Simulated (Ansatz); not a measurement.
# Ir (Fm-3m) in Ansatz: reference runs

How does Ir come out in PBE? The cell is run as given.

All numbers are computed with Ansatz 0.2.0; they aren't measurements. Logs are shortened: lines on timing, memory, paths and dates and some standing lists are left out, and cuts for length are marked.

## 1. Starting point

It takes space group Fm-3m (No. 225, cubic). The conventional cell has a = 3.831 Å, b = 3.831 Å, c = 3.831 Å, α = 90.00°, β = 90.00°, γ = 90.00°. Ir (site symmetry m-3m) is surrounded by 12 Ir at 2.71 Å.

## 2. Single point, PBE

Input file input.yaml:

```yaml
crystal:
  lattice:
    - [0.0, 1.9156, 1.9156]
    - [1.9156, 0.0, 1.9156]
    - [1.9156, 1.9156, 0.0]
  atoms:
    - { symbol: Ir, position: [0.0, 0.0, 0.0] }
kpoints:
  mp_grid: { grid: [12, 12, 12] }
scf:
  occupations: { method: fermi_dirac, width: 0.05 }
hamiltonian:
  xc: pbe
  pseudopotentials: { kind: all_electron, lapw: { basis_error: 0.001 } }
output:
  forces: true
  stress: true
  eigenvalues: true
  populations: true
```

Potentials or basis: all-electron LAPW, scalar-relativistic.

On the command line:

```sh
$ ansatz run input.yaml --threads 1 --pin off --max-ram 2560MiB --backend cpu --events-out ev --progress --plain --runs-dir out
```

Output:

```text
Warning: RAYON_NUM_THREADS=1 ignored (pool sized by the plan → 1); use --threads N
Ir: projections on atomic orbitals take those of the free atom 1s2 2s2 2p6 3s2 3p6 3d10 4s2 4p6 4d10 4f14 5s2 5p6 5d7 6s2, of charge +0.00 (hamiltonian.pseudopotentials.projection_atoms)
LAPW: plane waves up to 8.639 Å⁻¹, error target 1.0e-3 eV per atom; small_component_spin mean_spin; Ir in spheres of 1.355 Å, 41 of its electrons in bands, Dirac shells [] (how accurate: hamiltonian.pseudopotentials.lapw.basis_error, Limitations)
Engine: ansatz 0.2.0, x86_64-unknown-linux-gnu
Pseudopotentials: kind: all_electron
Pseudopotential: Ir, LAPW, valence charge 41, lapw/all_electron/scalar/gaussian/Ir, Koelling and Harmon's equation, gaussian nucleus
Functional definition: PBE
  parameter kappa = 0.804
  parameter beta = 0.06672455060314922
  exchange = pbe_x(kappa = kappa, mu = beta*pi^2/3)
  correlation = pbe_c(beta = beta)
Crystal: 1 atoms, lattice volume = 14.059 Å³
Basis set: ecut = 284.34359079183014 eV, 169 PW (Γ), exchange–correlation at level 2
Bands: 25, of which v1, the nominal top of the filled ones, is band 21 counted from 1 (20 counted from 0)
Symmetry: 48 space group operations
Space group: Fm-3m (ITA 225), of the structure as read, at distance tolerance 2.4e-5 Å
k-points: 72 of 1728
Non-local potential: Ir, projectors of the file, none
Initial density: superposition of atomic densities (chi_scale 0.1, normalization cell)
Initial wavefunctions: plane waves of lowest kinetic energy (no species holds an atomic orbital)
Functional: x = pbe(κ = 0.804, μ = 0.2195149727645171), c = pbe(β = 0.06672455060314922)
iter 1 solved again at ethr=4.06e-5 eV; its pass at ethr=1.00e-1 eV (dr2=1.66e-2 eV) is discarded
SCF iter   1: F=—  HF=-485026.055156 eV  |F-HF|=—  |Δ(HF+E_count)|=         —  Δρ=1.76e-2  dr2=1.68e-2  ethr=4.06e-5  ⟨swp⟩=3.2  Hψ=11722  notcnv=0
preconditioner: auto → none  [metal: Δε(μ)=0.014 eV  Ē_g=14.252 eV  σ=0.050 eV  W_gap=0.07  n_scr=8 (ndim 8)  ℏωp=29.7 eV  f_vac=0.000  D(μ)=0.51/eV (n_scr^D=0)  sad-step TF]
SCF iter   2: F=—  HF=-485025.987443 eV  |F-HF|=—  |Δ(HF+E_count)|=   6.77e-2  Δρ=6.28e-3  dr2=2.67e-3  ethr=4.06e-5  ⟨swp⟩=2.4  Hψ=5534  notcnv=0
SCF iter   3: F=—  HF=-485025.985511 eV  |F-HF|=—  |Δ(HF+E_count)|=         —  Δρ=3.61e-3  dr2=8.53e-4  ethr=6.52e-6  ⟨swp⟩=2.0  Hψ=5220  notcnv=0
the basis was enlarged: its passes take 571.6 KiB over the memory plan, 1 of 1 planned eigensolver slots
SCF iter   4: F=—  HF=-485025.985870 eV  |F-HF|=—  |Δ(HF+E_count)|=   3.59e-4  Δρ=1.24e-3  dr2=1.06e-4  ethr=2.08e-6  ⟨swp⟩=2.0  Hψ=5220  notcnv=0
iter 5 solved again at ethr=3.65e-9 eV; its pass at ethr=2.58e-7 eV (dr2=1.50e-6 eV) is discarded
SCF iter   5: F=—  HF=-485025.985931 eV  |F-HF|=—  |Δ(HF+E_count)|=   6.06e-5  Δρ=1.43e-4  dr2=1.49e-6  ethr=3.65e-9  ⟨swp⟩=2.0  Hψ=8883  notcnv=0
SCF iter   6: F=-485025.985932 eV  HF=-485025.985932 eV  |F-HF|=6.46e-9  |Δ(HF+E_count)|=   1.42e-6  Δρ=7.78e-6  dr2=3.56e-9  ethr=3.63e-9  ⟨swp⟩=2.0  Hψ=5222  notcnv=0
SCF 1 converged in 6 iterations: F = -485025.985932 eV  dr2 = 3.56e-9
SCF converged after 6 iterations
Free energy (F): -485025.985932 eV
Harris-Foulkes:  -485025.985932 eV  (|F-HF|=6.46e-9)
Internal energy: -485025.981236 eV  (E = F + TS)
E sigma→0 (E₀):  -485025.983584 eV
Entropy (-TS):   -0.004696 eV (-4.696 meV/atom)
Fermi energy:    32.276890 eV
--- Per-component energies (eV) ---
  E_band       = -2856.442706
  E_kinetic    = 548828.653543
  E_xc         = -9475.715001
  E_electrostatic = -1024378.919778  (all electrons and nuclei)
  E_smearing   = -0.004696  (= −TS)
  E_closure    = -0.000000  (closes the sum)
  E_atoms      = -485016.743210  (free atoms, spherical and without spin; not in F)
  Σ components = -485025.985932   (vs F -485025.985932, Δ=0.00e0)
  Basis errors (estimates in eV, not in F): energy 2.4e-4 per atom: plane waves 1.9e-4 (9.8e-5 summed), levels above the bands 6.0e-160, relativity 8.4e-8, radial functions 4.2e-5, core shells 4.2e-7; eigenvalues (radial functions only) 2.7e-6; not estimated: angular momenta, meshes, grids; target (lapw.basis_error) 1.0e-3; muffin-tin radii Ir 1.355 Å
--- Forces (eV/Å), atoms counted from 1 ---
  atom   1  Ir     0.00000000    -0.00000000    -0.00000000
  max |Σ_I F_I| component: 6.57e-32 eV/Å
--- Stress (GPa, compression-positive) ---
       11.080296       0.000000       0.000000
        0.000000      11.080296       0.000000
        0.000000       0.000000      11.080296
  P = ⅓ Tr σ = 11.0803 GPa (110.803 kbar)
--- Band table (eV; the first three rows and the last of 72) ---
  k-point 0: bands = ["-253.3114", "-253.3114", "-253.3114", "-253.2716", "-253.2716", "-60.6672", "-25.0076", "-24.9680", "-24.9680", "-24.9680", "-24.9537", "-24.9537", "-24.9537", "-17.1370", "-17.1370", "-17.1370", "21.0568", "28.3176", "28.3176", "28.3176", "31.0342", "31.0342", "45.8247", "51.3722", "51.3722"]
  k-point 1: bands = ["-253.3114", "-253.3114", "-253.3114", "-253.2716", "-253.2716", "-60.6626", "-25.0072", "-24.9686", "-24.9686", "-24.9680", "-24.9538", "-24.9534", "-24.9534", "-17.1932", "-17.1447", "-17.1447", "21.3668", "28.1549", "28.4482", "28.4482", "30.9510", "30.9510", "46.3575", "50.0896", "51.8913"]
  k-point 2: bands = ["-253.3114", "-253.3114", "-253.3114", "-253.2716", "-253.2716", "-60.6502", "-25.0061", "-24.9703", "-24.9703", "-24.9679", "-24.9539", "-24.9526", "-24.9526", "-17.3451", "-17.1656", "-17.1656", "22.2152", "27.8287", "28.7131", "28.7131", "30.8705", "30.8705", "47.4695", "48.1320", "53.3561"]
  k-point 71: bands = ["-253.3114", "-253.3114", "-253.3114", "-253.2716", "-253.2716", "-60.5766", "-25.0000", "-24.9768", "-24.9768", "-24.9747", "-24.9504", "-24.9504", "-24.9500", "-17.6704", "-17.6704", "-17.4443", "25.9098", "27.3181", "27.3181", "30.4061", "33.7565", "40.4526", "41.3151", "41.3151", "45.5955"]
--- Löwdin populations: 1 site ---
  site symbol       q [e]
     0     Ir     76.8081
  spilling = 0.002493 (of n_electrons = 77.000000)
```

Run time: 8.9 s. Hardware: 1 thread of AMD EPYC 7R43 (Zen 3), shared host; peak memory 0.32 GiB.

What came out:

- Free energy: -485025.9859 eV
- Pressure: 11.1 GPa
- Band gap on the k mesh: none (metal or under the smearing width)
